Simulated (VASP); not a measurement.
# Sc3Al5N8 (Cm) in VASP: band structure with PBEsol

Aim: the band structure of Sc3Al5N8 with PBEsol.

Everything below comes from runs of VASP 6.6.1. Logs are shortened: lines on timing, memory, paths and dates and some standing lists are left out, and cuts for length are marked.

## Step 1: The structure

It takes space group Cm (No. 8, monoclinic). The conventional cell has a = 11.529 Å, b = 6.532 Å, c = 4.955 Å, α = 90.00°, β = 90.24°, γ = 90.00°. Around Sc (site symmetry 1) lie 4 N at 2.03 to 2.13 Å. Sc (site symmetry m) is surrounded by 4 N at 2.07 to 2.12 Å. Al (site symmetry m) has 4 N at 1.87 to 1.92 Å as nearest neighbours. Al (site symmetry m) is surrounded by 4 N at 1.88 to 1.91 Å. Around Al (site symmetry m) lie 4 N at 1.89 to 1.97 Å. Al (site symmetry 1) is surrounded by 4 N at 1.90 to 1.97 Å. Around N (site symmetry 1) lie 2 Al at 1.92 to 1.93 Å and 2 Sc at 2.07 to 2.13 Å. Around N (site symmetry m) lie 4 Al at 1.92 to 1.97 Å.

The cell was built by a generator and needn't be a form met in nature.

## Step 2: Band structure, PBEsol

Input file INCAR:

```
PREC     = Accurate       # precision mode
ENCUT    = 520            # plane-wave cutoff, eV
EDIFF    = 1E-6           # SCF threshold, eV
ISMEAR   = 0              # smearing method
SIGMA    = 0.03           # smearing width, eV
LREAL    = False          # projectors in reciprocal space
LASPH    = True           # aspherical terms in the spheres
NELM     = 80             # most SCF steps
ALGO     = Fast           # electronic algorithm
ISIF     = 2              # what is computed and relaxed
LWAVE    = False          # write WAVECAR
LCHARG   = False          # write CHGCAR
LMAXMIX  = 4              # l up to which the mixer works
GGA      = PS             # functional
NBANDS   = 58             # bands
ICORELEVEL= 1            
KPAR     = 8
```

Input file KPOINTS:

```
Automatic mesh
0
Gamma
  6 6 6
```

Input file POSCAR:

```
Sc3Al5N8                                
1.0
   -0.0095507015     -0.0055141000     -4.9545776163
    3.3593160179      5.7105007079      0.0113769080
    3.2657806663     -5.6564980476     -0.0000000000
  Sc              Al              N             
     3     5     8
Direct
     0.0173400612618014    0.1590518065604890    0.3247142606229680
     0.0173400612617943    0.1590518065605246    0.8343375359374846
     0.5163219411639189    0.3471722387582031    0.6735861243791090
     0.0079332063693575    0.6637536888805562    0.3318768394402919
     0.0060958763876822    0.6713026526588672    0.8356513213294545
     0.5036271969846656    0.3396646863715243    0.1698323481857626
     0.5059306173663398    0.8296923102568222    0.6651380010691416
     0.5059306173663398    0.8296923102568435    0.1645543191876744
     0.5874779817480161    0.1565024574403806    0.3155896203852483
     0.5874779817480232    0.1565024574401959    0.8409128270551315
     0.6205819900454697    0.6670721760591473    0.3335360830295732
     0.6253304197477256    0.6947955691334217    0.8473977795666252
     0.0877066515810823    0.3528059953086959    0.6764030026542914
     0.1232641195143237    0.3558813881055105    0.1779406990526739
     0.1238206387267125    0.8085292281044127    0.6531757530404086
     0.1238206387267125    0.8085292281044127    0.1553534850641541
```

Input file KPOINTS_OPT:

```
explicit points
6
Reciprocal
 0.0000000000  0.0000000000  0.0000000000 1
 0.5000000000  0.0000000000  0.0000000000 1
 0.5000000000  0.3333333333  0.3333333333 1
 0.0000000000  0.3333333333  0.3333333333 1
 0.5000000000  0.5000000000  0.0000000000 1
 0.0000000000  0.5000000000  0.0000000000 1
```

Potentials or basis: VASP PAW PBE potentials, release 64 (Sc_sv, Al, N).

Started as:

```
$ cat potpaw_PBE.64/Sc_sv/POTCAR potpaw_PBE.64/Al/POTCAR potpaw_PBE.64/N/POTCAR > POTCAR
$ mpirun -np 8 vasp_std > vasp.out
```

OUTCAR:

```text
PREC = Accurate
   ENCUT = 520
   EDIFF = 1E-6
   ISMEAR = 0
   LREAL = False
   LASPH = True
   NELM = 80
   ISIF = 2
   GGA = PS

 ion  position               nearest neighbor table
   1  0.017  0.159  0.325-  14 2.03  13 2.03  16 2.09   9 2.13   6 3.07   8 3.08   8 3.16   3 3.17
                             3 3.18   6 3.19   2 3.20   5 3.24   4 3.30   4 3.32   2 3.33   5 3.39
   2  0.017  0.159  0.834-  14 2.03  13 2.03  15 2.09  10 2.13   6 3.07   7 3.08   7 3.16   3 3.17
                             3 3.18   6 3.19   1 3.20   5 3.24   4 3.30   4 3.32   1 3.33   5 3.39
   3  0.516  0.347  0.674-  10 2.07   9 2.07  12 2.07  13 2.12   5 3.06   5 3.15   2 3.17   1 3.17
                             2 3.18   1 3.18   8 3.23   7 3.23   6 3.27   6 3.27
   4  0.008  0.664  0.332-  14 1.87  16 1.91  15 1.91  11 1.92   6 3.09   8 3.11   7 3.11   6 3.11
                             8 3.13   7 3.13   5 3.27   5 3.27   2 3.30   1 3.30   2 3.32   1 3.32
   5  0.006  0.671  0.836-  13 1.88  12 1.89  15 1.91  16 1.91   3 3.06   7 3.10   8 3.10   7 3.11
                             8 3.11   3 3.15   1 3.24   2 3.24   4 3.27   4 3.27   1 3.39   2 3.39
   6  0.504  0.340  0.170-  14 1.89   9 1.92  10 1.92  11 1.97   1 3.07   2 3.07   4 3.09   4 3.11
                             1 3.19   2 3.19   7 3.26   8 3.26   3 3.27   3 3.27   7 3.36   8 3.36
   7  0.506  0.830  0.665-  15 1.90  12 1.90  10 1.93  11 1.97   2 3.08   5 3.10   5 3.11   4 3.11
                             4 3.13   2 3.16   3 3.23   8 3.26   6 3.26   8 3.27   6 3.36
   8  0.506  0.830  0.165-  16 1.90  12 1.90   9 1.93  11 1.97   1 3.08   5 3.10   5 3.11   4 3.11
                             4 3.13   1 3.16   3 3.23   7 3.26   6 3.26   7 3.27   6 3.36
   9  0.587  0.157  0.316-   6 1.92   8 1.93   3 2.07   1 2.13
  10  0.587  0.157  0.841-   6 1.92   7 1.93   3 2.07   2 2.13
  11  0.621  0.667  0.334-   4 1.92   8 1.97   7 1.97   6 1.97
  12  0.625  0.695  0.847-   5 1.89   7 1.90   8 1.90   3 2.07
  13  0.088  0.353  0.676-   5 1.88   2 2.03   1 2.03   3 2.12
  14  0.123  0.356  0.178-   4 1.87   6 1.89   1 2.03   2 2.03
  15  0.124  0.809  0.653-   7 1.90   5 1.91   4 1.91   2 2.09
  16  0.124  0.809  0.155-   8 1.90   5 1.91   4 1.91   1 2.09

  LATTYP: Found a base centered monoclinic cell.
 ALAT       =    11.5290291796
 B/A-ratio  =     0.5665317727
 C/A-ratio  =     0.4297490979
 COS(beta)  =    -0.0041994568

  Lattice vectors:

 A1 = (   3.3593160179,   5.7105007079,   0.0113769080)
 A2 = (   6.6250966842,   0.0540026603,   0.0113769080)
 A3 = (  -0.0095507015,  -0.0055141000,  -4.9545776163)

Analysis of symmetry for initial positions (statically):
=====================================================================
 Subroutine PRICEL returns:
 Original cell was already a primitive cell.

 Routine SETGRP: Setting up the symmetry group for a
 base centered monoclinic supercell.

 Subroutine GETGRP returns: Found  2 space group operations
[... 173 lines left out ...]
   IVDW    =     0    specifies the selected vdW correction
   LEPSILON=     F    determine dielectric tensor
   LRPA    =     F    only Hartree local field effects (RPA)
 non-spin polarized calculation
 RMM-DIIS sequential band-by-band and
 Gauss-broadening in eV      SIGMA  =   0.03
  energy-cutoff  :      520.00
  volume of cell :      186.55
 maximum number of plane-waves:      5040
 NGX is ok and might be reduce to    40
   NGX = 19   NGY = 25   NGZ = 25

 number of electron      87.9999997 magnetization

 Free energy of the ion-electron system (eV)
  ---------------------------------------------------
  ext. energy  EPLUGINS =         0.00000000
  ---------------------------------------------------
  free energy    TOTEN  =      -133.38688800 eV

  energy without entropy =     -133.38688800  energy(sigma->0) =     -133.38688800

 the core state eigenenergies are
   1-  1s  -4383.7550  2s   -461.3633  2p   -375.2546
   2-  1s  -4383.7550  2s   -461.3633  2p   -375.2546
   3-  1s  -4383.8879  2s   -461.4891  2p   -375.3812
   4-  1s  -1498.5452  2s    -95.8570  2p    -57.3104
   5-  1s  -1498.5258  2s    -95.8621  2p    -57.3143
   6-  1s  -1498.9567  2s    -96.2017  2p    -57.6581
   7-  1s  -1498.8283  2s    -96.0837  2p    -57.5397
   8-  1s  -1498.8283  2s    -96.0837  2p    -57.5397
   9-  1s   -369.5564
  10-  1s   -369.5564
  11-  1s   -369.7603
  12-  1s   -369.2677
  13-  1s   -369.3993
  14-  1s   -369.1185
  15-  1s   -369.3004
  16-  1s   -369.3004

 E-fermi :   4.8996     XC(G=0): -11.0383

 val. band max:        4.7180042180   @ k =   0.5000  -0.0000   0.0000
 cond. band min:       7.8011973287   @ k =   0.0000   0.3333   0.3333
 fundamental gap:      3.0831931107
 Fermi energy:         4.8995979321

 k-point     1 :       0.0000    0.0000    0.0000
  band No.  band energies     occupation
      1     -42.0739      2.00000
      2     -41.9810      2.00000
      3     -41.9603      2.00000
      4     -21.1096      2.00000
      5     -21.0411      2.00000
      6     -20.9756      2.00000
[... 1405 lines left out ...]
     55      10.3287      0.00000
     56      10.9132      0.00000

 [... further k-points ...]

 [bands above 56 left out]

------------------------ aborting loop because EDIFF is reached ----------------------------------------

  FORCE on cell =-STRESS in cart. coord.  units (eV):
  Direction    XX          YY          ZZ          XY          YZ          ZX
  --------------------------------------------------------------------------------------
  -------------------------------------------------------------------------------------
  Total        0.0942917      0.0909228      0.0951068      0.0029175     -0.0015287     -0.0026487
  in kB        0.8098419      0.7809080      0.8168429      0.0250575     -0.0131294     -0.0227489
  external PRESSURE =       0.8025309 kB  Pullay stress =       0.0000000 kB

 VOLUME and BASIS-vectors are now :
 -----------------------------------------------------------------------------
  energy-cutoff  :      520.00
  volume of cell :      186.55
      direct lattice vectors                 reciprocal lattice vectors
    -0.009550701 -0.005514100 -4.954577616     0.000344975  0.000199172 -0.201834439
     3.359316018  5.710500708  0.011376908     0.150234834  0.086738122 -0.000386134
     3.265780666 -5.656498048  0.000000000     0.151668792 -0.089221809 -0.000193067

 POSITION                                       TOTAL-FORCE (eV/Angst)
 -----------------------------------------------------------------------------------
      1.59459     -0.92858     -0.08410         0.000715     -0.001951     -0.000776
      3.25890     -3.81126     -0.08410        -0.001332      0.001595     -0.000776
      3.36111     -1.83046     -2.55421         0.003171      0.001831     -0.002144
      3.31352      1.91306     -0.03175         0.002549      0.001471     -0.001419
      4.98411     -0.89342     -0.02257         0.002699      0.001558      0.000207
      1.69087      0.97622     -2.49140        -0.003437     -0.001985     -0.000716
[... 8 lines left out ...]
      4.84805      0.92174     -0.60428        -0.000988      0.003327      0.001316
      3.22227      3.73767     -0.60428         0.002387     -0.002519      0.001316
 -----------------------------------------------------------------------------------
    total drift:                               -0.000376     -0.000264      0.000509

  FREE ENERGIE OF THE ION-ELECTRON SYSTEM (eV)
  ---------------------------------------------------
  free  energy   TOTEN  =      -133.3868880040 eV

  energy  without entropy=     -133.3868880040  energy(sigma->0) =     -133.38688800
```

stdout:

```text
POSCAR found type information on POSCAR ScAlN
 POSCAR found :  3 types and      16 ions
 scaLAPACK will be used
 -----------------------------------------------------------------------------
|                                                                             |
|           W    W    AA    RRRRR   N    N  II  N    N   GGGG   !!!           |
[... 22 lines left out ...]
 -----------------------------------------------------------------------------

 LDA part: xc-table for (Slater+PW92), standard interpolation
 POSCAR, INCAR and KPOINTS ok, starting setup
 FFT: planning ... GRIDC
 FFT: planning ... GRID_SOFT
 FFT: planning ... GRID
 WAVECAR not read
 entering main loop
 Start KPOINTS_OPT (optional k-point list driver)
k-point batch [1-6\6]
```

Wall time 3.8 min (8 MPI ranks of Intel Xeon Platinum 8488C (Sapphire Rapids), shared host); peak memory 1 GiB.

Results:

```
Free energy             : -133.3869 eV
Pressure                : 0.1 GPa
Largest force           : 0.004 eV/Å
Band gap on the k mesh  : 3.08 eV, indirect (least direct gap 3.17 eV)
Band gap along the path : 3.08 eV, indirect (least direct gap 3.17 eV)
```

Forces in eV/Å, atoms in the order of the input:
```
Sc   0.001 -0.002 -0.001
Sc  -0.001  0.002 -0.001
Sc   0.003  0.002 -0.002
Al   0.003  0.001 -0.001
Al   0.003  0.002  0.000
Al  -0.003 -0.002 -0.001
Al  -0.002 -0.001  0.000
Al  -0.002 -0.001  0.000
N   -0.001 -0.002  0.000
N   -0.002  0.000  0.000
N   -0.003 -0.002  0.002
N   -0.002 -0.001  0.003
N    0.004  0.002  0.000
N    0.002  0.001 -0.001
N   -0.001  0.003  0.001
N    0.002 -0.003  0.001
```

Levels at points of the mesh, in eV from the valence-band top:
| k point | band 42 | band 43 | band 44 | band 45 | band 46 | band 47 |
| --- | --- | --- | --- | --- | --- | --- |
| (0.00, 0.00, 0.00) | -0.34 | -0.08 | 0.00 | 3.43 | 3.61 | 3.65 |
| (0.50, 0.00, 0.00) | -0.65 | -0.57 | 0.00 | 3.78 | 4.18 | 4.21 |
| (0.00, 0.50, 0.00) | -0.24 | -0.20 | -0.09 | 3.49 | 3.50 | 3.95 |
| (0.50, 0.50, 0.00) | -0.43 | -0.37 | -0.29 | 3.96 | 4.43 | 4.62 |
| (0.00, 0.00, 0.50) | -0.33 | -0.25 | -0.16 | 3.23 | 3.62 | 3.79 |
| (0.50, 0.00, 0.50) | -0.45 | -0.36 | -0.22 | 3.83 | 4.07 | 4.31 |

Core levels (eV, on the scale of the bands):
```
atom                            levels
1 Sc  1s -4383.8, 2s -461.4, 2p -375.3
2 Sc  1s -4383.8, 2s -461.4, 2p -375.3
3 Sc  1s -4383.9, 2s -461.5, 2p -375.4
4 Al    1s -1498.5, 2s -95.9, 2p -57.3
5 Al    1s -1498.5, 2s -95.9, 2p -57.3
6 Al    1s -1499.0, 2s -96.2, 2p -57.7
```

Caveat: the PAW data sets were made with another functional, which shifts forces and pressure a little.
